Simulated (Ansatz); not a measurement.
# Co (P6_3/mmc) in Ansatz: further runs

One crystal, Co, is run at these levels: RPBE+D4, BLYP+D4, exchange-only PBE; tasks: relaxation of cell and atoms.

Everything below comes from runs of Ansatz 0.2.0. Logs are shortened: lines on timing, memory, paths and dates and some standing lists are left out, and cuts for length are marked.

## (1) The structure

The structure is hexagonal, space group P6_3/mmc (No. 194). The conventional cell has a = 2.471 Å, b = 2.471 Å, c = 8.088 Å, α = 90.00°, β = 90.00°, γ = 120.00°. Around Co (site symmetry -6m2) lie 12 Co at 2.47 Å. Around Co (site symmetry -3m) lie 12 Co at 2.47 Å.

## (2) Relaxation of cell and atoms, RPBE+D4, collinear spin, ferromagnetic start

input.yaml

```yaml
crystal:
  lattice:
    - [2.4705617809, 0.0, 0.0]
    - [-1.2352808905, 2.1395692639, 0.0]
    - [0.0, 0.0, 8.0882338]
  atoms:
    - { symbol: Co, position: [0.6666666667, 0.3333333333, 0.75], spin: 2.0 }
    - { symbol: Co, position: [0.0, 0.0, 0.5], spin: 2.0 }
    - { symbol: Co, position: [0.3333333333, 0.6666666667, 0.25], spin: 2.0 }
    - { symbol: Co, position: [0.0, 0.0, 0.0], spin: 2.0 }
hamiltonian:
  xc: rpbe
  pseudopotentials: { kind: paw }
  dispersion: d4
magnetization:
  spin_polarized: true
kpoints:
  mp_grid: { grid: [12, 12, 4] }
scf:
  occupations: { method: fermi_dirac, width: 0.05 }
output:
  forces: true
  stress: true
relax:
  f_tol: 0.01
  max_steps: 40
  cell: { stress_tol: 0.05 }
```

Potentials or basis: Ansatz PAW.

The run is started by

```console
> ansatz run input.yaml --threads 2 --pin off --max-ram 5120MiB --backend cpu --events-out ev --progress --plain --runs-dir out
```

The program printed:

```text
Warning: RAYON_NUM_THREADS=2 ignored (pool sized by the plan → 2); use --threads N
Engine: ansatz 0.2.0, x86_64-unknown-linux-gnu
Pseudopotentials: kind: paw
Pseudopotential: Co, paw, valence charge 17, recommended cutoff 420 eV (normal), Co.paw.azcp
Functional definition: RPBE
  parameter kappa = 0.804
  parameter beta = 0.06672455060314922
  exchange = rpbe_x(kappa = kappa, mu = beta*pi^2/3)
  correlation = pbe_c(beta = beta)
Crystal: 4 atoms, lattice volume = 42.754 Å³
Basis set: ecut = 420 eV, 813 PW (Γ), exchange–correlation on 36×36×120 points (8 copies of the dense FFT grid, shifted against one another)
Bands: 46, of which v1, the nominal top of the filled ones, is band 34 counted from 1 (33 counted from 0)
Symmetry: 24 space group operations
Space group: P63/mmc (ITA 194), of the structure as read, at distance tolerance 3.5e-5 Å
Magnetic group: BNS 194.263 (UNI 1493), of the structure as read, at distance tolerance 3.5e-5 Å
k-points: 57 of 576
Non-local potential: Co, projectors of the file, l = 0: 3, l = 1: 2, l = 2: 3, l = 3: 1
PAW form: soft (Blöchl's): semilocal exchange-correlation on the pseudo side does not see the compensation charge
PAW frozen core: Co, regenerated for the run's functional, and the local potential with it (the file was generated under x = pbe(κ = 0.804, μ = 0.2195149727645171), c = pbe(β = 0.06672455060314922))
PAW one-centre angular grid: Co, 590 points (default); XC on 64 Gauss nodes
Initial density: superposition of atomic densities (chi_scale 0.1, normalization cell)
Starting moments: Σ|m| = 8 μB on 4 of 4 sites
Initial wavefunctions: pseudopotential atomic-orbital guess
Functional: x = rpbe, c = pbe(β = 0.06672455060314922)
SCF iter   1: F=—  HF=-20526.052805 eV  |F-HF|=—  |Δ(HF+E_count)|=         —  Δρ=9.06e-2 (↑4.36e-2 ↓9.06e-2)  dr2=4.40e0  dr2_m=2.63e-1  M=7.248 μB ∫|m|=7.555 μB  β_m=0.30  ethr=3.10e-3  ⟨swp⟩=5.7  Hψ=17523  notcnv=0  defer=12
Mixer restart at iter 1: flushing history
preconditioner: auto → Kerker (q_TF=auto, 2.948 Å⁻¹)  [metal: Δε(μ)=0.041 eV  Ē_g=9.289 eV  σ=0.050 eV  W_gap=0.20  n_scr=12 (ndim 8)  ℏωp=34.1 eV  f_vac=0.000  D(μ)=2.51/eV (n_scr^D=26)]
spin=Collinear: Kerker preconditioning applied to the charge; magnetization (m = ρ↑ − ρ↓) channel mixes plain (no charge-response kernel on spin).
SCF iter   2: F=—  HF=-20524.771358 eV  |F-HF|=—  |Δ(HF+E_count)|=    1.28e0  Δρ=3.50e-2 (↑1.31e-2 ↓3.50e-2)  dr2=3.23e-1  dr2_m=1.77e-1  M=7.175 μB ∫|m|=7.575 μB  β_m=0.36  ethr=3.10e-3  ⟨swp⟩=2.3  Hψ=8513  notcnv=0  defer=423
SCF iter   3: F=—  HF=-20525.977068 eV  |F-HF|=—  |Δ(HF+E_count)|=    1.21e0  Δρ=1.76e-2 (↑1.76e-2 ↓9.63e-3)  dr2=3.16e-2  dr2_m=5.35e-2  M=7.044 μB ∫|m|=7.549 μB  β_m=0.57  ethr=4.75e-4  ⟨swp⟩=2.0  Hψ=6313  notcnv=0  defer=426
SCF iter   4: F=—  HF=-20527.171307 eV  |F-HF|=—  |Δ(HF+E_count)|=         —  Δρ=1.51e-2 (↑1.09e-2 ↓1.51e-2)  dr2=1.40e-1  dr2_m=8.69e-3  M=6.810 μB ∫|m|=7.391 μB  β_m=0.57  ethr=4.65e-5  ⟨swp⟩=2.3  Hψ=10230  notcnv=0  defer=428
Mixer restart at iter 4: flushing history
SCF iter   5: F=—  HF=-20527.422833 eV  |F-HF|=—  |Δ(HF+E_count)|=   2.52e-1  Δρ=6.40e-3 (↑3.84e-3 ↓6.40e-3)  dr2=1.41e-2  dr2_m=7.04e-3  M=6.735 μB ∫|m|=7.350 μB  β_m=0.67  ethr=4.65e-5  ⟨swp⟩=2.2  Hψ=10294  notcnv=0  defer=401
SCF iter   6: F=—  HF=-20527.483205 eV  |F-HF|=—  |Δ(HF+E_count)|=   6.04e-2  Δρ=8.20e-3 (↑5.25e-3 ↓8.20e-3)  dr2=4.91e-2  dr2_m=1.54e-3  M=6.689 μB ∫|m|=7.328 μB  β_m=0.61  ethr=2.07e-5  ⟨swp⟩=2.6  Hψ=9417  notcnv=0  defer=367
SCF iter   7: F=—  HF=-20527.486073 eV  |F-HF|=—  |Δ(HF+E_count)|=   2.87e-3  Δρ=3.60e-3 (↑3.60e-3 ↓3.58e-3)  dr2=8.21e-3  dr2_m=3.77e-5  M=6.644 μB ∫|m|=7.304 μB  β_m=0.78  ethr=2.07e-5  ⟨swp⟩=2.0  Hψ=10128  notcnv=0  defer=369
SCF iter   8: F=—  HF=-20527.489440 eV  |F-HF|=—  |Δ(HF+E_count)|=   3.37e-3  Δρ=1.00e-3 (↑1.00e-3 ↓8.82e-4)  dr2=5.07e-4  dr2_m=1.79e-5  M=6.656 μB ∫|m|=7.313 μB  β_m=0.86  ethr=1.21e-5  ⟨swp⟩=2.0  Hψ=8714  notcnv=0  defer=365
SCF iter   9: F=—  HF=-20527.489907 eV  |F-HF|=—  |Δ(HF+E_count)|=   4.67e-4  Δρ=8.96e-4 (↑5.91e-4 ↓8.96e-4)  dr2=5.96e-4  dr2_m=1.43e-5  M=6.660 μB ∫|m|=7.317 μB  β_m=0.66  ethr=7.45e-7  ⟨swp⟩=2.0  Hψ=9603  notcnv=0  defer=365
SCF iter  10: F=—  HF=-20527.489829 eV  |F-HF|=—  |Δ(HF+E_count)|=   7.85e-5  Δρ=4.71e-4 (↑2.80e-4 ↓4.71e-4)  dr2=1.59e-4  dr2_m=4.45e-6  M=6.660 μB ∫|m|=7.318 μB  β_m=0.83  ethr=7.45e-7  ⟨swp⟩=1.0  Hψ=5244  notcnv=0  defer=365
SCF iter  11: F=—  HF=-20527.489811 eV  |F-HF|=—  |Δ(HF+E_count)|=   1.80e-5  Δρ=1.02e-4 (↑8.37e-5 ↓1.02e-4)  dr2=9.96e-6  dr2_m=8.21e-8  M=6.661 μB ∫|m|=7.318 μB  β_m=0.71  ethr=2.33e-7  ⟨swp⟩=1.6  Hψ=6317  notcnv=0  defer=364
SCF iter  12: F=—  HF=-20527.489809 eV  |F-HF|=—  |Δ(HF+E_count)|=   2.11e-6  Δρ=5.79e-5 (↑8.55e-6 ↓5.79e-5)  dr2=1.25e-6  dr2_m=3.04e-7  M=6.661 μB ∫|m|=7.318 μB  β_m=0.85  ethr=1.46e-8  ⟨swp⟩=2.1  Hψ=7199  notcnv=0  defer=365
SCF iter  13: F=—  HF=-20527.489809 eV  |F-HF|=—  |Δ(HF+E_count)|=   1.88e-7  Δρ=2.22e-5 (↑1.01e-5 ↓2.22e-5)  dr2=3.52e-7  dr2_m=1.62e-8  M=6.661 μB ∫|m|=7.318 μB  β_m=0.87  ethr=1.84e-9  ⟨swp⟩=1.2  Hψ=5313  notcnv=0  defer=365
SCF iter  14: F=—  HF=-20527.489809 eV  |F-HF|=—  |Δ(HF+E_count)|=   7.65e-9  Δρ=4.70e-6 (↑4.57e-6 ↓4.70e-6)  dr2=2.13e-8  dr2_m=4.10e-10  M=6.661 μB ∫|m|=7.318 μB  β_m=0.90  ethr=5.17e-10  ⟨swp⟩=1.4  Hψ=5444  notcnv=0  defer=365
SCF iter  15: F=-20527.489809 eV  HF=-20527.489809 eV  |F-HF|=3.72e-8  |Δ(HF+E_count)|=  5.35e-10  Δρ=8.37e-6 (↑3.17e-6 ↓8.37e-6)  dr2=4.33e-8  dr2_m=3.66e-9  M=6.661 μB ∫|m|=7.318 μB  ethr=3.13e-11  ⟨swp⟩=1.7  Hψ=15253  notcnv=0
SCF 1 converged in 15 iterations: F = -20527.489809 eV  dr2 = 4.33e-8
relax step   1: F+E_penalty+E_count = -20527.48980892 eV  Δ(F+E_penalty+E_count) = +0.000e0 eV  max|allowed force component| = 2.197e-17 eV/Å  Δτ_max = 0.0000 Å  P = -1.569 GPa  Ω = 42.754 Å³  (15 SCF iters, dr2 threshold 1.00e-7 eV, accepted)
Crystal: 4 atoms, lattice volume = 42.594 Å³
Initial density: handed on by an earlier stage of this run
Starting moments: Σ|m| = 8 μB on 4 of 4 sites; this step starts from the density that it was given
Initial wavefunctions: those handed on with the density
[... 34 lines left out ...]
SCF 4 converged in 6 iterations: F = -20527.495818 eV  dr2 = 1.94e-9
relax step   4: F+E_penalty+E_count = -20527.49581760 eV  Δ(F+E_penalty+E_count) = -7.525e-7 eV  max|allowed force component| = 1.301e-17 eV/Å  Δτ_max = 0.0000 Å  P = +0.002 GPa  Ω = 42.443 Å³  energy of the carried Pulay correction = +3.551e-4 eV  (6 SCF iters, dr2 threshold 2.45e-8 eV, accepted)
Basis set: ecut = 420 eV, 813 PW (Γ), exchange–correlation on 36×36×108 points (8 copies of the dense FFT grid, shifted against one another)
Initial wavefunctions: pseudopotential atomic-orbital guess (no wavefunctions were taken with the density)
iter 1 solved again at ethr=7.13e-9 eV; its pass at ethr=3.10e-3 eV (dr2=4.85e-6 eV) is discarded
SCF iter   1: F=—  HF=-20527.495480 eV  |F-HF|=—  |Δ(HF+E_count)|=         —  Δρ=3.21e-5 (↑3.12e-5 ↓3.21e-5)  dr2=2.33e-7  dr2_m=4.02e-8  M=6.635 μB ∫|m|=7.285 μB  β_m=0.65  ethr=7.13e-9  ⟨swp⟩=4.1  Hψ=35612  notcnv=0
SCF iter   2: F=—  HF=-20527.495480 eV  |F-HF|=—  |Δ(HF+E_count)|=   1.30e-7  Δρ=1.20e-5 (↑1.20e-5 ↓9.24e-6)  dr2=7.38e-8  dr2_m=9.42e-9  M=6.635 μB ∫|m|=7.285 μB  β_m=0.54  ethr=3.43e-10  ⟨swp⟩=2.4  Hψ=9160  notcnv=0
SCF iter   3: F=—  HF=-20527.495480 eV  |F-HF|=—  |Δ(HF+E_count)|=   1.58e-8  Δρ=1.09e-5 (↑1.09e-5 ↓9.88e-6)  dr2=5.93e-8  dr2_m=2.00e-9  M=6.635 μB ∫|m|=7.285 μB  β_m=0.48  ethr=1.08e-10  ⟨swp⟩=2.0  Hψ=9176  notcnv=0
SCF iter   4: F=—  HF=-20527.495480 eV  |F-HF|=—  |Δ(HF+E_count)|=   1.54e-8  Δρ=9.37e-7 (↑7.28e-7 ↓9.37e-7)  dr2=4.94e-10  dr2_m=5.60e-11  M=6.635 μB ∫|m|=7.285 μB  β_m=0.58  ethr=8.72e-11  ⟨swp⟩=2.2  Hψ=7482  notcnv=0
SCF iter   5: F=—  HF=-20527.495480 eV  |F-HF|=—  |Δ(HF+E_count)|=   1.55e-9  Δρ=9.69e-7 (↑9.38e-7 ↓9.69e-7)  dr2=9.39e-10  dr2_m=1.43e-11  M=6.635 μB ∫|m|=7.285 μB  β_m=0.58  ethr=1.00e-12  ⟨swp⟩=2.1  Hψ=9258  notcnv=0
SCF iter   6: F=—  HF=-20527.495480 eV  |F-HF|=—  |Δ(HF+E_count)|=  4.69e-10  Δρ=5.63e-7 (↑2.25e-7 ↓5.63e-7)  dr2=1.47e-10  dr2_m=1.68e-11  M=6.635 μB ∫|m|=7.285 μB  β_m=0.79  ethr=1.00e-12  ⟨swp⟩=2.0  Hψ=7044  notcnv=0
SCF iter   7: F=—  HF=-20527.495480 eV  |F-HF|=—  |Δ(HF+E_count)|=  5.28e-10  Δρ=2.05e-7 (↑2.05e-7 ↓1.34e-7)  dr2=3.64e-12  dr2_m=9.35e-12  M=6.635 μB ∫|m|=7.285 μB  β_m=0.90  ethr=1.00e-12  ⟨swp⟩=2.0  Hψ=7044  notcnv=0
SCF iter   8: F=—  HF=-20527.495480 eV  |F-HF|=—  |Δ(HF+E_count)|=  2.55e-11  Δρ=1.43e-7 (↑1.43e-7 ↓9.53e-8)  dr2=1.23e-11  dr2_m=3.37e-13  M=6.635 μB ∫|m|=7.285 μB  β_m=0.79  ethr=1.00e-12  ⟨swp⟩=1.0  Hψ=5244  notcnv=0
SCF iter   9: F=—  HF=-20527.495480 eV  |F-HF|=—  |Δ(HF+E_count)|=    0.00e0  Δρ=3.59e-8 (↑3.20e-8 ↓3.59e-8)  dr2=1.01e-12  dr2_m=8.74e-14  M=6.635 μB ∫|m|=7.285 μB  β_m=0.77  ethr=1.00e-12  ⟨swp⟩=1.0  Hψ=5244  notcnv=0
SCF iter  10: F=-20527.495480 eV  HF=-20527.495480 eV  |F-HF|=2.18e-11  |Δ(HF+E_count)|=  3.64e-12  Δρ=1.87e-7 (↑2.57e-8 ↓1.87e-7)  dr2=1.89e-11  dr2_m=2.56e-12  M=6.635 μB ∫|m|=7.285 μB  ethr=1.00e-12  ⟨swp⟩=2.0  Hψ=14798  notcnv=0
SCF 5 converged in 10 iterations: F = -20527.495480 eV  dr2 = 1.89e-11
relax step   5: F+E_penalty+E_count = -20527.49548023 eV  Δ(F+E_penalty+E_count) = +3.374e-4 eV  max|allowed force component| = 1.070e-17 eV/Å  Δτ_max = 0.0000 Å  P = +0.001 GPa  Ω = 42.443 Å³  stress off target by 5.27e-3 GPa  SCF on the basis re-selected at this cell (its energy is not comparable with the rows above)  (10 SCF iters)
basis re-selected at this cell: Δ(F+E_penalty+E_count) = +3.374e-4 eV, ΔP = -0.001 GPa vs the last step (what re-selecting the basis moved, of the pressure what is left beyond the Pulay correction that the steps carried, after the strain that the cell walked since its last selection, with what the two solves' SCF thresholds leave and, on support functions, any second-order correction that the steps lacked; it is no measure of the basis error at this ecutwfc). The dense FFT grid was sized anew with the basis: this SCF ran on 18×18×54 points, the steps before it on 18×18×60, so part of this shift can come from that change (see relax.cell in the input reference). This SCF's stress stands 5.27e-3 GPa from its target on what of the cell is left free (relax.cell.stress_tol is 5.00e-2 GPa) and its largest allowed force component is 1.07e-17 eV/Å (relax.f_tol is 1.00e-2 eV/Å): within both
SCF converged after 10 iterations
Magnetization: 6.6348 μB (37.3174 up, 30.6826 down)
Absolute magnetization: 7.2880 μB (∫|ρ↑−ρ↓|, with the PAW one-centre terms)
Spin contamination: 0.1149 ħ² per cell (⟨S²⟩ above its minimum at these occupations)
Per-site moments (μB) at R_I (Å): [(1.7437934926272176, 1.0142609751365468), (1.7234655465890425, 1.014260975136547), (1.7437934926272172, 1.014260975136547), (1.7234655465890416, 1.0142609751365468)]
Free energy (F): -20527.495480 eV
Harris-Foulkes:  -20527.495480 eV  (|F-HF|=2.18e-11)
Internal energy: -20527.465058 eV  (E = F + TS)
E sigma→0 (E₀):  -20527.480269 eV
Entropy (-TS):   -0.030422 eV (-7.605 meV/atom)
Fermi energy:    19.411065 eV
--- Per-component energies (eV) ---
  E_band       = -938.196172
  E_kinetic    = 1816.777290
  E_local      = -11199.377020  (includes V_loc(G=0)·N_el)
  E_nonlocal   = 1813.370893
  E_hartree    = 4703.022056
  E_xc         = -637.918355
  E_vxc        = -822.041983  (∫ρ·V_xc dr)
  E_paw        = -6080.416844  (= ΣΔE_a)
  E_vpaw       = -1952.969823  (= ΣTr[D̂ρ^β])
  E_aug_tail   = 0.000383  (compensation charges beyond the density's cutoff)
  E_ewald      = -10939.315221
  E_disp       = -3.422961  (pairwise vdW)
  E_core_change = -0.185279  (= ΣΔE_core)
  E_smearing   = -0.030422  (= −TS)
  E_closure    = 0.000000  (closes the sum)
  Σ components = -20527.495480   (vs F -20527.495480, Δ=0.00e0)
--- Forces (eV/Å), atoms counted from 1 ---
  atom   1  Co     0.00000000    -0.00000000    -0.00000000
  atom   2  Co     0.00000000     0.00000000     0.00000000
  atom   3  Co    -0.00000000     0.00000000     0.00000000
  atom   4  Co    -0.00000000     0.00000000     0.00000000
  max |Σ_I F_I| component: 3.47e-18 eV/Å
--- Stress (GPa, compression-positive) ---
        0.004609       0.000000       0.000000
        0.000000       0.004609       0.000000
        0.000000       0.000000      -0.005274
  P = ⅓ Tr σ = 0.0013 GPa (0.013 kbar)
--- Relaxed structure (4 steps of the walk, 4 accepted, 1 SCFs on fresh bases) ---
  F+E_penalty+E_count = -20527.49548023 eV   max|allowed force component| = 1.070e-17 eV/Å   (the final SCF, on the basis selected at the relaxed cell)
  cell:  # Å, volume = 42.4427 Å³
    - [2.4743135985105784, 2.8911401201674244e-11, 0.0]
    - [-1.2371567992803272, 2.142818433224995, 0.0]
    - [0.0, 0.0, 8.005024500087044]
  atoms:
    - { symbol: Co, position: [0.6666666666666667, 0.3333333333333333, 0.7500000000000001] }
    - { symbol: Co, position: [-1.5175241112921263e-34, -4.981290217159654e-36, 0.5] }
    - { symbol: Co, position: [0.3333333333333333, 0.6666666666666666, 0.25] }
    - { symbol: Co, position: [-1.3114595322216757e-34, -1.9339126715697818e-36, -8.681276731777707e-37] }
```

It took 100 s on 2 threads of Intel Xeon at 2.50GHz (Skylake/Cascade Lake), shared host; peak memory 0.49 GiB.

Results:

```yaml
Free_energy: -20527.4955 eV
Relaxed_volume: 10.61 Å³/atom
Relaxed_cell: a = 2.474 Å, b = 2.474 Å, c = 8.005 Å, α = 90.00°, β = 90.00°, γ = 120.00°
Space_group_after_relaxing_to_0.05_Å: P6_3/mmc (No. 194)
Energy_gained_by_relaxing: 1.4 meV/atom
Ionic_steps: 5
Pressure_after_relaxing: 0.0 GPa
Net_moment: 6.63 μB per cell
Absolute_moment: 7.29 μB per cell
Site_moments: Co +1.74, +1.72 μB
```

The path:
```
step  energy change (eV)  largest force (eV/Å)  volume (Å³)
   1              0.0000                0.0000        42.75
   2             -0.0042                0.0000        42.59
   3             -0.0060                0.0000        42.44
   4             -0.0060                0.0000        42.44
   5             -0.0057                0.0000        42.44
```

Final structure:
```cif
data_structure
_symmetry_space_group_name_H-M 'P 1'
_symmetry_Int_Tables_number 1
_cell_length_a 2.4743
_cell_length_b 2.4743
_cell_length_c 8.0050
_cell_angle_alpha 90.000
_cell_angle_beta 90.000
_cell_angle_gamma 120.000
_cell_volume 42.44
loop_
_atom_site_label
_atom_site_type_symbol
_atom_site_fract_x
_atom_site_fract_y
_atom_site_fract_z
_atom_site_occupancy
Co1 Co 0.66667 0.33333 0.75000 1
Co2 Co 0.00000 0.00000 0.50000 1
Co3 Co 0.33333 0.66667 0.25000 1
Co4 Co 0.00000 0.00000 0.00000 1
```

Caveat: the plane-wave basis is chosen anew once the cell has moved, so the energies of steps on either side of that aren't comparable; the PAW data sets come from PBE, with cores solved anew for the run's functional, which leaves a small shift of forces and pressure.

[end of part 1 of 2]
